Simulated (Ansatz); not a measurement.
# BAs (F-43m) in Ansatz: relaxation of cell and atoms with LDA

Aim: the relaxation of cell and atoms of BAs with LDA.

All numbers are computed with Ansatz 0.2.0; they aren't measurements. Logs are shortened: lines on timing, memory, paths and dates and some standing lists are left out, and cuts for length are marked.

## Step 1: Starting point

The structure is cubic, space group F-43m (No. 216). The conventional cell has a = 4.777 Å, b = 4.777 Å, c = 4.777 Å, α = 90.00°, β = 90.00°, γ = 90.00°. Around As (site symmetry -43m) lie 4 B at 2.07 Å. Around B (site symmetry -43m) lie 4 As at 2.07 Å.

## Step 2: Relaxation of cell and atoms, LDA

Contents of input.yaml:

```yaml
crystal:
  lattice:
    - [0.0, 2.3885, 2.3885]
    - [2.3885, 0.0, 2.3885]
    - [2.3885, 2.3885, 0.0]
  atoms:
    - { symbol: As, position: [0.75, 0.75, 0.75] }
    - { symbol: B, position: [0.0, 0.0, 0.0] }
kpoints:
  mp_grid: { grid: [10, 10, 10] }
scf:
  occupations: { method: fermi_dirac, width: 0.05 }
hamiltonian:
  xc: lda
  pseudopotentials: { kind: all_electron, lapw: { basis_error: 0.001 } }
output:
  forces: true
  stress: true
relax:
  f_tol: 0.01
  max_steps: 60
  cell: {}
```

Potentials or basis: all-electron LAPW, scalar-relativistic.

Started as:

```bash
ansatz run input.yaml --threads 1 --pin off --max-ram 3072MiB --backend cpu --events-out ev --progress --plain --runs-dir out
```

Log:

```text
Warning: RAYON_NUM_THREADS=1 ignored (pool sized by the plan → 1); use --threads N
The last accepted step is kept in <dir> (removed where the run ends without a failure and the disk answers)
LAPW: plane waves up to 9.455 Å⁻¹, error target 1.0e-3 eV per atom; small_component_spin mean_spin; B in spheres of 0.826 Å, 5 of its electrons in bands, Dirac shells []; As in spheres of 1.180 Å, 23 of its electrons in bands, Dirac shells [] (how accurate: hamiltonian.pseudopotentials.lapw.basis_error, Limitations)
Engine: ansatz 0.2.0, aarch64-unknown-linux-gnu
Pseudopotentials: kind: all_electron
Pseudopotential: As, LAPW, valence charge 23, lapw/all_electron/scalar/gaussian/As, Koelling and Harmon's equation, gaussian nucleus
Pseudopotential: B, LAPW, valence charge 5, lapw/all_electron/scalar/gaussian/B, Koelling and Harmon's equation, gaussian nucleus
Functional definition: SPW92
  exchange = slater_x
  correlation = pw_c
Crystal: 2 atoms, lattice volume = 27.252 Å³
Basis set: ecut = 340.60442639575945 eV, 387 PW (Γ), exchange–correlation at level 2
Bands: 18, of which v1, the nominal top of the filled ones, is band 14 counted from 1 (13 counted from 0)
Symmetry: 24 space group operations
Space group: F-43m (ITA 216), of the structure as read, at distance tolerance 3.0e-5 Å
k-points: 47 of 1000 (time reversal used)
Non-local potential: As, projectors of the file, none
Non-local potential: B, projectors of the file, none
Initial density: superposition of atomic densities (chi_scale 0.1, normalization cell, long waves kept (reshape's long-wave potential 0.00 eV rms))
Initial wavefunctions: plane waves of lowest kinetic energy (no species holds an atomic orbital)
Functional: x = slater, c = lda
iter 1 solved again at ethr=6.79e-3 eV; its pass at ethr=1.00e-1 eV (dr2=1.90e0 eV) is discarded
SCF iter   1: F=—  HF=-62112.436086 eV  |F-HF|=—  |Δ(HF+E_count)|=         —  Δρ=7.27e-2  dr2=1.90e0  ethr=6.79e-3  ⟨swp⟩=2.0  Hψ=5547  notcnv=0
preconditioner: auto → none  [insulator: Δε(μ)=1.780 eV  Ē_g=12.405 eV  σ=0.050 eV  W_gap=1.00  n_scr=14 (ndim 8)  ℏωp=20.1 eV  f_vac=0.000  D(μ)=0.00/eV (n_scr^D=0)  ε∞_Penn≈3.6]
iter 2 solved again at ethr=5.69e-4 eV; its pass at ethr=6.79e-3 eV (dr2=1.59e-1 eV) is discarded
SCF iter   2: F=—  HF=-62111.795978 eV  |F-HF|=—  |Δ(HF+E_count)|=   6.40e-1  Δρ=2.44e-2  dr2=1.59e-1  ethr=5.69e-4  ⟨swp⟩=2.0  Hψ=4411  notcnv=0
SCF iter   3: F=—  HF=-62111.743168 eV  |F-HF|=—  |Δ(HF+E_count)|=   5.28e-2  Δρ=9.95e-3  dr2=2.12e-2  ethr=5.69e-4  ⟨swp⟩=2.0  Hψ=2397  notcnv=0
SCF iter   4: F=—  HF=-62111.737241 eV  |F-HF|=—  |Δ(HF+E_count)|=         —  Δρ=2.56e-3  dr2=1.39e-3  ethr=7.56e-5  ⟨swp⟩=2.0  Hψ=2272  notcnv=0
the basis was enlarged: its passes take 83.3 KiB over the memory plan, 1 of 1 planned eigensolver slots
SCF iter   5: F=—  HF=-62111.736353 eV  |F-HF|=—  |Δ(HF+E_count)|=   8.88e-4  Δρ=5.14e-4  dr2=3.42e-5  ethr=4.95e-6  ⟨swp⟩=2.6  Hψ=2249  notcnv=0
SCF iter   6: F=—  HF=-62111.736352 eV  |F-HF|=—  |Δ(HF+E_count)|=   7.20e-7  Δρ=6.65e-5  dr2=7.53e-7  ethr=1.22e-7  ⟨swp⟩=2.0  Hψ=2209  notcnv=0
SCF iter   7: F=-62111.736352 eV  HF=-62111.736352 eV  |F-HF|=5.89e-10  |Δ(HF+E_count)|=   9.16e-8  Δρ=2.97e-6  dr2=1.37e-9  ethr=2.69e-9  ⟨swp⟩=2.0  Hψ=2209  notcnv=0
SCF 1 converged in 7 iterations: F = -62111.736352 eV  dr2 = 1.37e-9
relax step   1: F+E_penalty+E_count = -62111.73635221 eV  Δ(F+E_penalty+E_count) = +0.000e0 eV  max|allowed force component| = 6.476e-17 eV/Å  Δτ_max = 0.0000 Å  P = -3.922 GPa  Ω = 27.252 Å³  (7 SCF iters, accepted)
Crystal: 2 atoms, lattice volume = 26.696 Å³
Basis set: ecut = 345.3233738639166 eV, 387 PW (Γ), exchange–correlation at level 2
Initial density: handed on by an earlier stage of this run
Initial wavefunctions: those handed on with the density
iter 1 solved again at ethr=5.23e-6 eV; its pass at ethr=1.00e-1 eV (dr2=1.46e-3 eV) is discarded
SCF iter   1: F=—  HF=-62111.745674 eV  |F-HF|=—  |Δ(HF+E_count)|=         —  Δρ=1.92e-3  dr2=1.43e-3  ethr=5.23e-6  ⟨swp⟩=3.0  Hψ=3935  notcnv=0
preconditioner: auto → none  [insulator: Δε(μ)=1.127 eV  Ē_g=12.505 eV  σ=0.050 eV  W_gap=1.00  n_scr=14 (ndim 8)  ℏωp=20.3 eV  f_vac=0.025  D(μ)=0.00/eV (n_scr^D=0)  ε∞_Penn≈3.6]
iter 2 solved again at ethr=2.15e-7 eV; its pass at ethr=5.11e-6 eV (dr2=6.03e-5 eV) is discarded
SCF iter   2: F=—  HF=-62111.745196 eV  |F-HF|=—  |Δ(HF+E_count)|=   4.79e-4  Δρ=4.10e-4  dr2=6.03e-5  ethr=2.15e-7  ⟨swp⟩=2.0  Hψ=4013  notcnv=0
SCF iter   3: F=—  HF=-62111.745169 eV  |F-HF|=—  |Δ(HF+E_count)|=   2.63e-5  Δρ=1.44e-4  dr2=6.80e-6  ethr=2.15e-7  ⟨swp⟩=2.0  Hψ=2209  notcnv=0
SCF iter   4: F=—  HF=-62111.745168 eV  |F-HF|=—  |Δ(HF+E_count)|=   1.38e-6  Δρ=4.34e-5  dr2=4.80e-7  ethr=2.43e-8  ⟨swp⟩=2.5  Hψ=2243  notcnv=0
SCF iter   5: F=-62111.745168 eV  HF=-62111.745168 eV  |F-HF|=4.29e-9  |Δ(HF+E_count)|=   1.83e-7  Δρ=1.27e-5  dr2=2.05e-8  ethr=1.72e-9  ⟨swp⟩=2.9  Hψ=2275  notcnv=0
SCF 2 converged in 5 iterations: F = -62111.745168 eV  dr2 = 2.05e-8
relax step   2: F+E_penalty+E_count = -62111.74516766 eV  Δ(F+E_penalty+E_count) = -8.815e-3 eV  max|allowed force component| = 6.476e-17 eV/Å  Δτ_max = 0.0000 Å  P = -1.102 GPa  Ω = 26.696 Å³  (5 SCF iters, accepted)
Crystal: 2 atoms, lattice volume = 26.484 Å³
Basis set: ecut = 347.1591883758068 eV, 387 PW (Γ), exchange–correlation at level 2
iter 1 solved again at ethr=8.42e-7 eV; its pass at ethr=1.00e-1 eV (dr2=2.36e-4 eV) is discarded
SCF iter   1: F=—  HF=-62111.745943 eV  |F-HF|=—  |Δ(HF+E_count)|=         —  Δρ=7.48e-4  dr2=2.14e-4  ethr=8.42e-7  ⟨swp⟩=3.1  Hψ=3934  notcnv=0
preconditioner: auto → none  [insulator: Δε(μ)=1.111 eV  Ē_g=12.570 eV  σ=0.050 eV  W_gap=1.00  n_scr=14 (ndim 8)  ℏωp=20.4 eV  f_vac=0.025  D(μ)=0.00/eV (n_scr^D=0)  ε∞_Penn≈3.6]
iter 2 solved again at ethr=3.15e-8 eV; its pass at ethr=7.66e-7 eV (dr2=8.83e-6 eV) is discarded
SCF iter   2: F=—  HF=-62111.745871 eV  |F-HF|=—  |Δ(HF+E_count)|=   7.16e-5  Δρ=1.59e-4  dr2=8.83e-6  ethr=3.15e-8  ⟨swp⟩=2.0  Hψ=4012  notcnv=0
SCF iter   3: F=—  HF=-62111.745868 eV  |F-HF|=—  |Δ(HF+E_count)|=   3.73e-6  Δρ=5.86e-5  dr2=1.06e-6  ethr=3.15e-8  ⟨swp⟩=2.0  Hψ=2209  notcnv=0
SCF iter   4: F=-62111.745867 eV  HF=-62111.745867 eV  |F-HF|=7.42e-8  |Δ(HF+E_count)|=   1.80e-7  Δρ=1.79e-5  dr2=7.81e-8  ethr=3.79e-9  ⟨swp⟩=2.3  Hψ=2235  notcnv=0
SCF 3 converged in 4 iterations: F = -62111.745867 eV  dr2 = 7.81e-8
relax step   3: F+E_penalty+E_count = -62111.74586728 eV  Δ(F+E_penalty+E_count) = -6.996e-4 eV  max|allowed force component| = 6.592e-17 eV/Å  Δτ_max = 0.0000 Å  P = +0.049 GPa  Ω = 26.484 Å³  (4 SCF iters, accepted)
iter 1 solved again at ethr=2.78e-10 eV; its pass at ethr=1.00e-1 eV (dr2=7.79e-8 eV) is discarded
SCF iter   1: F=—  HF=-62111.745868 eV  |F-HF|=—  |Δ(HF+E_count)|=         —  Δρ=1.79e-5  dr2=7.78e-8  ethr=2.78e-10  ⟨swp⟩=5.3  Hψ=4186  notcnv=0
preconditioner: auto → none  [insulator: Δε(μ)=1.106 eV  Ē_g=12.570 eV  σ=0.050 eV  W_gap=1.00  n_scr=14 (ndim 8)  ℏωp=20.4 eV  f_vac=0.025  D(μ)=0.00/eV (n_scr^D=0)  ε∞_Penn≈3.6]
SCF iter   2: F=-62111.745868 eV  HF=-62111.745868 eV  |F-HF|=3.13e-9  |Δ(HF+E_count)|=   2.95e-8  Δρ=8.96e-6  dr2=1.57e-8  ethr=2.78e-10  ⟨swp⟩=2.0  Hψ=2209  notcnv=0
SCF 4 converged in 2 iterations: F = -62111.745868 eV  dr2 = 1.57e-8
relax step   4: F+E_penalty+E_count = -62111.74586765 eV  Δ(F+E_penalty+E_count) = -3.704e-7 eV  max|allowed force component| = 9.021e-17 eV/Å  Δτ_max = 0.0000 Å  P = +0.049 GPa  Ω = 26.484 Å³  stress off target by 4.92e-2 GPa  SCF on the basis re-selected at this cell (its energy is not comparable with the rows above)  (2 SCF iters)
basis re-selected at this cell: Δ(F+E_penalty+E_count) = -3.704e-7 eV, ΔP = +0.000 GPa vs the last step (what re-selecting the basis moved, after the strain that the cell walked since its last selection, with what the two solves' SCF thresholds leave and, on support functions, any second-order correction that the steps lacked; it is no measure of the basis error at this ecutwfc). This SCF's stress stands 4.92e-2 GPa from its target on what of the cell is left free (relax.cell.stress_tol is 5.00e-2 GPa) and its largest allowed force component is 9.02e-17 eV/Å (relax.f_tol is 1.00e-2 eV/Å): within both
SCF converged after 2 iterations
Free energy (F): -62111.745868 eV
Harris-Foulkes:  -62111.745868 eV  (|F-HF|=3.13e-9)
Internal energy: -62111.745867 eV  (E = F + TS)
E sigma→0 (E₀):  -62111.745868 eV
Entropy (-TS):   -0.000000 eV (-0.000 meV/atom)
Fermi energy:    12.459335 eV
--- Per-component energies (eV) ---
  E_band       = -1560.568871
  E_kinetic    = 63454.549691
  E_xc         = -2303.656740
  E_electrostatic = -123262.638818  (all electrons and nuclei)
  E_smearing   = -0.000000  (= −TS)
  E_closure    = 0.000000  (closes the sum)
  E_atoms      = -62098.797274  (free atoms, spherical and without spin; not in F)
  Σ components = -62111.745868   (vs F -62111.745868, Δ=0.00e0)
  Basis errors (estimates in eV, not in F): energy 5.7e-4 per atom: plane waves 5.3e-4 (3.2e-4 summed), levels above the bands 5.4e-42, relativity 5.0e-9, radial functions 3.4e-5, core shells 1.7e-10; eigenvalues (radial functions only) 7.6e-7; not estimated: angular momenta, meshes, grids; target (lapw.basis_error) 1.0e-3; muffin-tin radii B 0.818 Å, As 1.169 Å
--- Forces (eV/Å), atoms counted from 1 ---
  atom   1  As     0.00000000    -0.00000000    -0.00000000
  atom   2  B     -0.00000000     0.00000000     0.00000000
  max |Σ_I F_I| component: 3.59e-17 eV/Å
--- Stress (GPa, compression-positive) ---
        0.049162       0.000000       0.000000
        0.000000       0.049162       0.000000
        0.000000       0.000000       0.049162
  P = ⅓ Tr σ = 0.0492 GPa (0.492 kbar)
--- Relaxed structure (3 steps of the walk, 3 accepted, 1 SCFs on fresh bases) ---
  F+E_penalty+E_count = -62111.74586765 eV   max|allowed force component| = 9.021e-17 eV/Å   (the final SCF, on the basis selected at the relaxed cell)
  cell:  # Å, volume = 26.4843 Å³
    - [8.152595252632945e-34, 2.36584374236829, 2.36584374236829]
    - [2.36584374236829, 2.433040145707644e-33, 2.36584374236829]
    - [2.36584374236829, 2.36584374236829, -2.675070317270186e-34]
  atoms:
    - { symbol: As, position: [0.75, 0.75, 0.75] }
    - { symbol: B, position: [2.433702294790147e-34, -6.194496781389932e-35, -9.932193144398097e-35] }
```

Run time: 48 s. Hardware: 1 thread of Arm Neoverse N1, shared host; peak memory 0.28 GiB.

Results:

| Quantity | Value |
| --- | --- |
| Free energy | -62111.7459 eV |
| Relaxed volume | 13.24 Å³/atom |
| Relaxed cell | a = 3.346 Å, b = 3.346 Å, c = 3.346 Å, α = 60.00°, β = 60.00°, γ = 60.00° |
| Space group after relaxing (to 0.05 Å) | F-43m (No. 216) |
| Energy gained by relaxing | 4.8 meV/atom |
| Ionic steps | 4 |
| Pressure after relaxing | 0.0 GPa |
| Band gap on the k mesh | 1.11 eV |

Step by step:
```
step  energy change (eV)  largest force (eV/Å)  volume (Å³)
   1              0.0000                0.0000        27.25
   2             -0.0088                0.0000        26.70
   3             -0.0095                0.0000        26.48
   4             -0.0095                0.0000        26.48
```

Final structure:
```cif
data_structure
_symmetry_space_group_name_H-M 'P 1'
_symmetry_Int_Tables_number 1
_cell_length_a 3.3458
_cell_length_b 3.3458
_cell_length_c 3.3458
_cell_angle_alpha 60.000
_cell_angle_beta 60.000
_cell_angle_gamma 60.000
_cell_volume 26.48
loop_
_atom_site_label
_atom_site_type_symbol
_atom_site_fract_x
_atom_site_fract_y
_atom_site_fract_z
_atom_site_occupancy
As1 As 0.75000 0.75000 0.75000 1
B1 B 0.00000 0.00000 0.00000 1
```

A k mesh can miss the band edges. As with any semilocal functional, this LDA gap is likely too small.
